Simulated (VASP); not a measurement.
# ClH in VASP: a series of runs, part 2 of 2

VASP 6.6.1. The steps go on from the part before.

## 6. Single point, RPBE+D3(BJ)

File INCAR:

```
SYSTEM = HCl
  PREC = Accurate
  ENCUT = 400
  EDIFF = 1E-7
  ISMEAR = 0
  SIGMA = 0.01
  LREAL = .False.
  LASPH = .True.
  NELM = 60
  ALGO = Fast
  ISIF = 2
  LWAVE = .False.
  LCHARG = .False.
  GGA = RP
  IVDW = 12
  NBANDS = 11
  ISYM = 0
```

File KPOINTS:

```
Automatic mesh
0
Gamma
  1 1 1
  0 0 0
```

File POSCAR:

```
HCl                                     
1.0
   11.7297382172      0.0000000000      0.0000000000
    0.0000000000     12.2297382172      0.0000000000
    0.0000000000      0.0000000000     12.7297382172
  Cl              H             
     1     1
Selective dynamics
Direct
     0.5117905123000028    0.5543649501999965    0.4919316112000018   F   F   F
     0.4880458438211183    0.4531205594890840    0.5081803807965906   T   T   T
```

Potentials or basis: VASP PAW PBE potentials, release 64 (Cl, H).

Started as:

```sh
cat potpaw_PBE.64/Cl/POTCAR potpaw_PBE.64/H/POTCAR > POTCAR
mpirun -np 1 vasp_gam > vasp.out
```

OUTCAR:

```text
SYSTEM = HCl
   PREC = Accurate
   ENCUT = 400
   EDIFF = 1E-7
   ISMEAR = 0
   LREAL = .False.
   LASPH = .True.
   NELM = 60
   ISIF = 2
   GGA = RP
   IVDW = 12
   ISYM = 0
 IVDW          = 12

 ion  position               nearest neighbor table
   1  0.512  0.554  0.492-   2 1.29
   2  0.488  0.453  0.508-   1 1.29

IMPORTANT INFORMATION: All symmetrisations will be switched off!
NOSYMM: (Re-)initialisation of all symmetry stuff for point group C_1.

----------------------------------------------------------------------------------------

                                     Primitive cell

  volume of cell :    1826.1017

  direct lattice vectors                    reciprocal lattice vectors
    11.729738217  0.000000000  0.000000000     0.085253395  0.000000000  0.000000000
     0.000000000 12.229738217  0.000000000     0.000000000  0.081767899  0.000000000
     0.000000000  0.000000000 12.729738217     0.000000000  0.000000000  0.078556211

  length of vectors
    11.729738217 12.229738217 12.729738217     0.085253395  0.081767899  0.078556211

  position of ions in fractional coordinates (direct lattice)
     0.511790512  0.554364950  0.491931611
     0.488045844  0.453120559  0.508180381

  ion indices of the primitive-cell ions
   primitive index   ion index
                 1           1
                 2           2

----------------------------------------------------------------------------------------

 KPOINTS: Automatic mesh

Automatic generation of k-mesh.
 Grid dimensions read from file:
 generate k-points for:    1    1    1

 Generating k-lattice:

  Cartesian coordinates                     Fractional coordinates (reciprocal lattice)
     0.085253395  0.000000000  0.000000000     1.000000000  0.000000000  0.000000000
     0.000000000  0.081767899  0.000000000     0.000000000  1.000000000  0.000000000
     0.000000000  0.000000000  0.078556211     0.000000000  0.000000000  1.000000000

  Length of vectors
[... 50 lines left out ...]
     AMIX     =   0.40;   BMIX     =  1.00
     AMIX_MAG =   1.60;   BMIX_MAG =  1.00
  volume/ion in A,a.u.               =     913.05      6161.57
  Fermi-wavevector in a.u.,A,eV,Ry     =   0.267874  0.506208  0.976303  0.071756
  Thomas-Fermi vector in A             =   1.103618
   LORBIT       =      0    0 simple, 1 ext, 2 COOP (PROOUT), +10 PAW based schemes
   GGA     = RP    functional components
   LHFCALC =     F    Hartree Fock is set to
   AEXX    =    0.0000 exact exchange contribution
   IVDW    =    12    specifies the selected vdW correction
   LEPSILON=     F    determine dielectric tensor
   LRPA    =     F    only Hartree local field effects (RPA)
 non-spin polarized calculation
 RMM-DIIS sequential band-by-band and
 Gauss-broadening in eV      SIGMA  =   0.01
  energy-cutoff  :      400.00
  volume of cell :     1826.10
 maximum number of plane-waves:     16579
 NGX is ok and might be reduce to    80
   NGX = 39   NGY = 39   NGZ = 41

 number of electron       8.0000005 magnetization

 Free energy of the ion-electron system (eV)
  ---------------------------------------------------
  ext. energy  EPLUGINS =         0.00000000
  ---------------------------------------------------
  free energy    TOTEN  =        -6.10667787 eV

  energy without entropy =       -6.10667787  energy(sigma->0) =       -6.10667787

 E-fermi :  -7.8496     XC(G=0):  -0.4013

 val. band max:       -7.8983094101   @ k =   0.0000   0.0000   0.0000
 cond. band min:      -1.1166795103   @ k =   0.0000   0.0000   0.0000
 fundamental gap:      6.7816298999
 Fermi energy:        -7.8496114589

 k-point     1 :       0.0000    0.0000    0.0000
  band No.  band energies     occupation
      1     -21.0763      2.00000
      2     -11.6301      2.00000
      3      -7.8984      2.00000
      4      -7.8983      2.00000
      5      -1.1167      0.00000
      6       0.0705      0.00000
      7       0.6809      0.00000
      8       0.7011      0.00000
      9       0.7635      0.00000
     10       0.8156      0.00000
     11       0.9376      0.00000

------------------------ aborting loop because EDIFF is reached ----------------------------------------

 Edisp (eV)   -0.06024

 E8    (eV) :    -0.0267

  FORCE on cell =-STRESS in cart. coord.  units (eV):
  Direction    XX          YY          ZZ          XY          YZ          ZX
  --------------------------------------------------------------------------------------
  -------------------------------------------------------------------------------------
  Total      -0.07335    -0.09214    -0.07274    -0.00324     0.00257     0.00050
  in kB      -0.06436    -0.08084    -0.06382    -0.00285     0.00225     0.00044
  external pressure =       -0.07 kB  Pullay stress =        0.00 kB

 VOLUME and BASIS-vectors are now :
 -----------------------------------------------------------------------------
  energy-cutoff  :      400.00
  volume of cell :     1826.10
      direct lattice vectors                 reciprocal lattice vectors
    11.729738217  0.000000000  0.000000000     0.085253395  0.000000000  0.000000000
     0.000000000 12.229738217  0.000000000     0.000000000  0.081767899  0.000000000
     0.000000000  0.000000000 12.729738217     0.000000000  0.000000000  0.078556211

 POSITION                                       TOTAL-FORCE (eV/Angst)
 -----------------------------------------------------------------------------------
      6.00317      6.77974      6.26216        -0.000554     -0.004973      0.000441
      5.72465      5.54155      6.46900         0.000554      0.004973     -0.000441
 -----------------------------------------------------------------------------------
    total drift:                                0.000143     -0.000405     -0.000018

  FREE ENERGIE OF THE ION-ELECTRON SYSTEM (eV)
  ---------------------------------------------------
  free  energy   TOTEN  =        -6.1669140365 eV

  energy  without entropy=       -6.1669140365  energy(sigma->0) =       -6.16691404
```

OSZICAR:

```text
N       E                     dE             d eps       ncg     rms          rms(c)
DAV:   1     0.592141431950E+02    0.59214E+02   -0.13579E+03    30   0.280E+02
DAV:   2     0.233444242956E+02   -0.35870E+02   -0.35700E+02    22   0.565E+01
DAV:   3    -0.391118766518E+01   -0.27256E+02   -0.27097E+02    36   0.430E+01
[... 18 lines left out ...]
RMM:  22    -0.610667705231E+01   -0.61187E-06   -0.36379E-08    30   0.855E-04    0.339E-04
RMM:  23    -0.610667747553E+01   -0.42322E-06   -0.22088E-08    30   0.612E-04    0.102E-04
RMM:  24    -0.610667772696E+01   -0.25143E-06   -0.79086E-09    29   0.427E-04    0.189E-04
RMM:  25    -0.610667783160E+01   -0.10464E-06    0.00000E+00    26   0.278E-04    0.793E-05
RMM:  26    -0.610667787002E+01   -0.38424E-07   -0.83605E-09    29   0.378E-04
   1 F= -.61669140E+01 E0= -.61669140E+01  d E =-.553584E-12
```

stdout:

```text
POSCAR found type information on POSCAR ClH
 POSCAR found :  2 types and       2 ions
 scaLAPACK will be used
 -----------------------------------------------------------------------------
|                                                                             |
|                                                                             |
|     You enforced a specific xc type in the INCAR file but a different       |
|     I HOPE YOU KNOW WHAT YOU ARE DOING!                                     |
|                                                                             |
 -----------------------------------------------------------------------------

 LDA part: xc-table for (Slater+PW92), standard interpolation
 POSCAR, INCAR and KPOINTS ok, starting setup
 FFT: planning ... GRIDC
 FFT: planning ... GRID_SOFT
 FFT: planning ... GRID
 WAVECAR not read
 entering main loop
```

Run time: 2 min. Hardware: 1 thread of Intel Xeon Platinum 8375C at 2.90GHz (Ice Lake), shared host; peak memory 0.92 GiB.

Results:

```
Free energy                     : -6.1669 eV
Largest force                   : 0.005 eV/Å
Gap between the frontier levels : 6.78 eV
Dispersion energy per atom      : -0.030 eV
```

Forces in eV/Å, atoms in the order of the input:
```
Cl  -0.001 -0.005  0.000
H    0.001  0.005  0.000
```

Levels at points of the mesh, in eV from the valence-band top:
```tsv
k point	band 1	band 2	band 3	band 4	band 5	band 6	band 7	band 8	band 9
(0.00, 0.00, 0.00)	-13.18	-3.73	0.00	0.00	6.78	7.97	8.58	8.60	8.66
```

Caveat: the PAW data sets were made with another functional, which shifts forces and pressure a little.

## 7. Overview

| task | level | cell | atoms held fixed (from 0) | gap on the mesh (eV) |
| --- | --- | --- | --- | --- |
| relaxation of the atoms | PBE+D3(BJ) | atoms relaxed | [0] | 6.86 |
| vibrations by finite differences | PBE+D3(BJ) | as given | - | - |
| single point | PBE | as given | - | 6.85 |
| single point | RPBE | as given | - | 6.78 |
| single point | RPBE+D3(BJ) | as given | - | 6.78 |

Alike in all rows: potentials or basis VASP PAW PBE potentials, release 64 (Cl, H); no spin polarisation; k mesh 1 × 1 × 1; cutoff (eV) 400; smearing gaussian 0.01 eV.

On the cell as given the gap runs from 6.78 eV (RPBE) to 6.85 eV (PBE).

Caveats: the PAW data sets were made with another functional, which shifts forces and pressure a little (some runs).

Total energies depend on the potentials used, so only differences within one code and one set of settings carry meaning.
